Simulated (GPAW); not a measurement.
Ni:

```xyz
1
Lattice="-1.3837 1.3837 1.3837 1.3837 -1.3837 1.3837 1.3837 1.3837 -1.3837" Properties=species:S:1:pos:R:3 pbc="T T T"
Ni    0.0000    0.0000    0.0000
```

This isn't the form of Ni at room conditions, which is fcc.

| Quantity | Value |
| --- | --- |
| Program | GPAW 26.7.0 |
| Task | single point |
| Functional | PBE |
| Potentials or basis | GPAW PAW data sets (gpaw-data 1.2.1) |
| Cutoff | 600 eV |
| Basis | pw |
| k mesh | 13 × 13 × 13 |
| Occupations | fermi-dirac, width 0.05 eV |
| Spin | collinear spin, ferromagnetic start |
| Starting moments | [1.0] μB |

On this cell: pressure 10.2 GPa; net moment 0.59 μB per cell; site moments Ni +0.61 μB; band gap on the k mesh none (metal or under the smearing width).

The same run follows on a disturbed copy (cell strained at random at fixed volume):

```
CELL_PARAMETERS angstrom
-1.38853 1.36313 1.43177
1.33108 -1.36244 1.37363
1.41530 1.38921 -1.43108
ATOMIC_POSITIONS crystal
Ni 0.97925 0.97687 0.98052
```

Task: What does the disturbed cell give?

Result: The energy (extrapolated to zero smearing) moves by +11.6 meV/atom; pressure 10.6 GPa; net moment 0.58 μB per cell; site moments Ni +0.60 μB; band gap on the k mesh none (metal or under the smearing width).

Stress tensor (GPa, compression positive):
```
 9.60 -3.31  7.52
-3.31 10.43 -0.51
 7.52 -0.51 11.91
```

Caveats: the stock nickel data set gives pressures a few GPa off other programs.
